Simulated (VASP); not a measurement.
Input of a VASP 6.6.1 run:

File INCAR:

```
PREC     = Accurate       # precision mode
ENCUT    = 520            # plane-wave cutoff, eV
EDIFF    = 1E-6           # SCF threshold, eV
ISMEAR   = 0              # smearing method
SIGMA    = 0.01           # smearing width, eV
LREAL    = False          # projectors in reciprocal space
LASPH    = True           # aspherical terms in the spheres
NELM     = 60             # most SCF steps
ALGO     = Normal         # electronic algorithm
ISIF     = 2              # what is computed and relaxed
LWAVE    = False          # write WAVECAR
LCHARG   = False          # write CHGCAR
GGA      = PS             # functional
NBANDS   = 16             # bands
```

Contents of KPOINTS:

```
regular mesh
0
Gamma
  6 6 6
```

POSCAR

```
InP
1.0
    4.1443530000      0.0000000000      0.0000000000
    2.0721765000      3.5891149803      0.0000000000
    2.0721765000      1.1963716601      3.3838500547
In P
1 1
Direct
    0.0000000000      0.0000000000      0.0000000000
    0.2500000000      0.2500000000      0.2500000000
```

Potentials or basis: VASP PAW PBE potentials, release 64 (In_d, P).

Run with:

```sh
$ cat potpaw_PBE.64/In_d/POTCAR potpaw_PBE.64/P/POTCAR > POTCAR
$ mpirun -np 1 vasp_std > vasp.out
```

Question: What does it give for the pressure?

Answer: 0.6 GPa.

Question: What does it give for the band gap on the k mesh?

Answer: 0.61 eV, direct.

Caveat: the PAW data sets were made with another functional, which shifts forces and pressure a little; spin-orbit coupling is left out, which moves the levels of the heavy elements.

**Experimental background.**

A printed reference work, data compilation reports, for a bulk crystal of InP at 1.6 K: band gap 1.4236 eV (direct).

A measured gap of InP is 1.4236 eV (direct; 1.6 K; a printed reference work, data compilation); the calculated 0.61 eV misses it by -0.81 eV. Spin-orbit coupling on In is left out. The value is that of PBEsol, without temperature or zero-point motion. Semilocal functionals fall short of measured gaps as a rule.
